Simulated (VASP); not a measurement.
# LiS2 in VASP: a series of runs, part 2 of 3

VASP 6.6.1.

### 3 Single point, PBE+D3(BJ)

This run uses another cell than the first one, of 53.71 Å³/atom, 0.948 times its volume.

Input file INCAR:

```
SYSTEM = LiS2
PREC     = Accurate       ! precision mode
ENCUT    = 520            ! plane-wave cutoff, eV
EDIFF    = 1E-6           ! SCF threshold, eV
ISMEAR   = 0              ! smearing method
SIGMA    = 0.1            ! smearing width, eV
LREAL    = .False.        ! projectors in reciprocal space
LASPH    = .True.         ! aspherical terms in the spheres
NELM     = 60             ! most SCF steps
ALGO     = Fast           ! electronic algorithm
ISIF     = 2              ! what is computed and relaxed
LWAVE    = .False.        ! write WAVECAR
LCHARG   = .False.        ! write CHGCAR
LDIPOL   = .True.       
IDIPOL   = 3            
DIPOL    = 0.5 0.5 0.283
GGA      = PE             ! functional
IVDW     = 12             ! dispersion correction
NBANDS   = 24             ! bands
```

Input file KPOINTS:

```
Automatic mesh
0
Gamma
  15 15 1
  0 0 0
```

Input file POSCAR:

```
LiS2
1.0
    3.0960591084      0.0000000030      0.0000000000
   -1.5480295568      2.6812658380      0.0000000000
    0.0000000000      0.0000000000     38.8230511200
Li S
2 4
Direct
    0.0000000000      0.0000000000      0.2126342556
    0.0000000000      0.0000000000      0.3540393922
    0.3333333333      0.6666666667      0.1711278293
    0.6666666667      0.3333333333      0.2585596015
    0.6666666667      0.3333333333      0.3081140464
    0.3333333333      0.6666666667      0.3955458186
```

Potentials or basis: VASP PAW PBE potentials, release 64 (Li_sv, S).

The run is started by

```
$ cat potpaw_PBE.64/Li_sv/POTCAR potpaw_PBE.64/S/POTCAR > POTCAR
$ mpirun -np 1 vasp_std > vasp.out
```

OUTCAR:

```text
SYSTEM = LiS2
   PREC = Accurate
   ENCUT = 520
   EDIFF = 1E-6
   ISMEAR = 0
   LREAL = .False.
   LASPH = .True.
   NELM = 60
   ISIF = 2
   GGA = PE
   IVDW = 12
 IVDW          = 12

 ion  position               nearest neighbor table
   1  0.000  0.000  0.213-   3 2.41   3 2.41   3 2.41   4 2.52   4 2.52   4 2.52
   2  0.000  0.000  0.354-   6 2.41   6 2.41   6 2.41   5 2.52   5 2.52   5 2.52
   3  0.333  0.667  0.171-   1 2.41   1 2.41   1 2.41
   4  0.667  0.333  0.259-   5 1.92   1 2.52   1 2.52   1 2.52
   5  0.667  0.333  0.308-   4 1.92   2 2.52   2 2.52   2 2.52
   6  0.333  0.667  0.396-   2 2.41   2 2.41   2 2.41

  LATTYP: Found a hexagonal cell.
 ALAT       =     3.0960591084
 C/A-ratio  =    12.5395057913

  Lattice vectors:

 A1 = (   3.0960591084,   0.0000000030,   0.0000000000)
 A2 = (  -1.5480295568,   2.6812658380,   0.0000000000)
 A3 = (   0.0000000000,   0.0000000000,  38.8230511200)

Analysis of symmetry for initial positions (statically):
=====================================================================
 Subroutine PRICEL returns:
 Original cell was already a primitive cell.

 Routine SETGRP: Setting up the symmetry group for a
 hexagonal supercell.

 Subroutine GETGRP returns: Found 12 space group operations
 (whereof  6 operations were pure point group operations)
 out of a pool of 24 trial point group operations.

The static configuration has the point symmetry C_3v.
 The point group associated with its full space group is D_3h.

Analysis of symmetry for dynamics (positions and initial velocities):
=====================================================================
 Subroutine PRICEL returns:
 Original cell was already a primitive cell.

 Routine SETGRP: Setting up the symmetry group for a
 hexagonal supercell.

 Subroutine GETGRP returns: Found 12 space group operations
 (whereof  6 operations were pure point group operations)
 out of a pool of 24 trial point group operations.

The dynamic configuration has the point symmetry C_3v.
 The point group associated with its full space group is D_3h.

 Subroutine INISYM returns: Found 12 space group operations
 (whereof  6 operations are pure point group operations),
 and found     1 'primitive' translations

----------------------------------------------------------------------------------------

                                     Primitive cell

  volume of cell :     322.2840

  direct lattice vectors                    reciprocal lattice vectors
     3.096059108  0.000000003  0.000000000     0.322991249  0.186479085  0.000000000
    -1.548029557  2.681265838  0.000000000    -0.000000000  0.372958170  0.000000000
     0.000000000  0.000000000 38.823051120     0.000000000  0.000000000  0.025757893

  length of vectors
     3.096059108  3.096059108 38.823051120     0.372958170  0.372958170  0.025757893

  position of ions in fractional coordinates (direct lattice)
     0.000000000  0.000000000  0.212634256
     0.000000000  0.000000000  0.354039392
     0.333333333  0.666666667  0.171127829
     0.666666667  0.333333333  0.258559601
     0.666666667  0.333333333  0.308114046
     0.333333333  0.666666667  0.395545819

  ion indices of the primitive-cell ions
   primitive index   ion index
                 1           1
[... 60 lines left out ...]
   number of dos      NEDOS =    301   number of ions     NIONS =      6
   total plane-waves  NPLWV = 169344
   dimension x,y,z NGX =    24 NGY =   24 NGZ =  294
   dimension x,y,z NGXF=    48 NGYF=   48 NGZF=  588
   ions per type =               2   4
   NGX,Y,Z   is equivalent  to a cutoff of  12.89, 12.89, 12.59 a.u.
   NGXF,Y,Z  is equivalent  to a cutoff of  25.77, 25.77, 25.18 a.u.
 SYSTEM =  LiS2
   PREC   = accura    normal or accurate (medium, high low for compatibility)
   ISTART =      0    job   : 0-new  1-cont  2-samecut
   ICHARG =      2    charge: 1-file 2-atom 10-const
   ISPIN  =      1    spin polarized calculation?
   LNONCOLLINEAR =      F non collinear calculations
   LSORBIT =      F    spin-orbit coupling
   LASPH  =      T    aspherical Exc in radial PAW
   ENCUT  =  520.0 eV  38.22 Ry    6.18 a.u.   5.76  5.76 72.19*2*pi/ulx,y,z
   NELM   =     60;   NELMIN=  2; NELMDL= -5     # of ELM steps
   EDIFF  = 0.1E-05   stopping-criterion for ELM
   LREAL  =      F    real-space projection
   EDIFFG = 0.1E-04   stopping-criterion for IOM
   NSW    =      0    number of steps for IOM
   IBRION =     -1    ionic relax: 0-MD 1-quasi-New 2-CG
   NFREE  =      0    steps in history (QN), initial steepest desc. (CG)
   ISIF   =      2    stress and relaxation
   ISYM   =      2    0-nonsym 1-usesym 2-fastsym
   POTIM  = 0.5000    time-step for ionic-motion
   TEBEG  =    0.0;   TEEND  =   0.0 temperature during run
   PSTRESS=    0.0 pullay stress
   NELECT =      30.0000    total number of electrons
   NUPDOWN=      -1.0000    fix difference up-down
   EMIN   =  10.00;   EMAX   =-10.00  energy-range for DOS
   EFERMI =   0.00;   METHOD = LEGACY
   ISMEAR =     0;   SIGMA  =   0.10  broadening in eV -4-tet -1-fermi 0-gaus
   EFERMI_NEDOS =   21; number of points for ismear=-14 and -15
   IALGO  =     68    algorithm
   IMIX   =      4    mixing-type and parameters
     AMIX     =   0.40;   BMIX     =  1.00
     AMIX_MAG =   1.60;   BMIX_MAG =  1.00
  volume/ion in A,a.u.               =      53.71       362.48
  Fermi-wavevector in a.u.,A,eV,Ry     =   0.741940  1.402064  7.489674  0.550475
  Thomas-Fermi vector in A             =   1.836701
   LORBIT       =      0    0 simple, 1 ext, 2 COOP (PROOUT), +10 PAW based schemes
   GGA     = PE    functional components
   LHFCALC =     F    Hartree Fock is set to
   AEXX    =    0.0000 exact exchange contribution
   IVDW    =    12    specifies the selected vdW correction
   LEPSILON=     F    determine dielectric tensor
   LRPA    =     F    only Hartree local field effects (RPA)
 non-spin polarized calculation
 RMM-DIIS sequential band-by-band and
 Gauss-broadening in eV      SIGMA  =   0.10
  energy-cutoff  :      520.00
  volume of cell :      322.28
 maximum number of plane-waves:      8722
 NGX is ok and might be reduce to    24
   NGX = 11   NGY = 11   NGZ =145

 dipolmoment           0.000000      0.000000     -0.000000 electrons x Angstroem

 number of electron      29.9999973 magnetization

 dipolmoment           0.000000      0.000000      0.000005 electrons x Angstroem

 Free energy of the ion-electron system (eV)
  ---------------------------------------------------
  ext. energy  EPLUGINS =         0.00000000
  ---------------------------------------------------
  free energy    TOTEN  =       -20.99000285 eV

  energy without entropy =      -20.97780815  energy(sigma->0) =      -20.98390550

 E-fermi :  -3.3364     XC(G=0):  -3.2176

 val. band max:       -3.3473588017   @ k =   0.4667   0.0667   0.0000
 cond. band min:      -3.2938800687   @ k =   0.2667   0.1333   0.0000
 fundamental gap:      0.0534787330
 Fermi energy:        -3.3364092569

 k-point     1 :       0.0000    0.0000    0.0000
  band No.  band energies     occupation
      1     -48.5672      2.00000
      2     -48.5671      2.00000
      3     -20.5565      2.00000
      4     -16.3274      2.00000
      5     -16.2605      2.00000
      6     -15.8447      2.00000
[... 637 lines left out ...]
     23       4.7639      0.00000
     24       4.8066      0.00000

 [... further k-points ...]

------------------------ aborting loop because EDIFF is reached ----------------------------------------

 vacuum level on the upper side and lower side of the slab       (xc-potential included)        -0.007        -0.007

 Edisp (eV)   -1.61918

 E8    (eV) :    -0.6306

  FORCE on cell =-STRESS in cart. coord.  units (eV):
  Direction    XX          YY          ZZ          XY          YZ          ZX
  --------------------------------------------------------------------------------------
  -------------------------------------------------------------------------------------
  Total      -0.26667    -0.26667    -0.40111     0.00000     0.00000    -0.00000
  in kB      -1.32570    -1.32570    -1.99406     0.00000     0.00000    -0.00000
  external pressure =       -1.55 kB  Pullay stress =        0.00 kB

 VOLUME and BASIS-vectors are now :
 -----------------------------------------------------------------------------
  energy-cutoff  :      520.00
  volume of cell :      322.28
      direct lattice vectors                 reciprocal lattice vectors
     3.096059108  0.000000003  0.000000000     0.322991249  0.186479085  0.000000000
    -1.548029557  2.681265838  0.000000000    -0.000000000  0.372958170  0.000000000
     0.000000000  0.000000000 38.823051120     0.000000000  0.000000000  0.025757893

 POSITION                                       TOTAL-FORCE (eV/Angst)
 -----------------------------------------------------------------------------------
      0.00000      0.00000      8.25511         0.000000      0.000000      0.022812
      0.00000      0.00000     13.74489        -0.000000      0.000000     -0.022812
     -0.00000      1.78751      6.64370        -0.000000      0.000000     -0.017726
      1.54803      0.89376     10.03807         0.000000     -0.000000      0.190668
      1.54803      0.89376     11.96193         0.000000     -0.000000     -0.190668
     -0.00000      1.78751     15.35630        -0.000000      0.000000      0.017726
 -----------------------------------------------------------------------------------
    total drift:                               -0.000000     -0.000000      0.000114

  FREE ENERGIE OF THE ION-ELECTRON SYSTEM (eV)
  ---------------------------------------------------
  free  energy   TOTEN  =       -22.6091838656 eV

  energy  without entropy=      -22.5969891711  energy(sigma->0) =      -22.60308652

 vacuum level on the upper side and lower side of the slab         3.332         3.331
```

Wall time 8.5 min (1 thread of Intel Xeon Platinum 8259CL at 2.50GHz (Skylake/Cascade Lake), shared host); peak memory 0.47 GiB.

Results:

- Free energy: -22.6092 eV
- Largest force: 0.191 eV/Å
- Band gap on the k mesh: none (metal or under the smearing width)
- Dispersion energy per atom: -0.270 eV

Forces on the atoms (eV/Å):
```
Li   0.000  0.000  0.023
Li   0.000  0.000 -0.023
S    0.000  0.000 -0.018
S    0.000  0.000  0.191
S    0.000  0.000 -0.191
S    0.000  0.000  0.018
```

Levels at points of the mesh, in eV from the Fermi level:
```tsv
k point	band 10	band 11	band 12	band 13	band 14	band 15	band 16	band 17	band 18	band 19
(0.00, 0.00, 0.00)	-1.30	-1.30	1.64	1.75	1.75	1.77	1.77	1.85	1.85	5.16
```

Caveat: the cutoff is under 1.25 times the usual one of these potentials, so pressure, stress and relaxed cells hold a basis-set (Pulay) error.

(Part 2 of 3 ends here.)
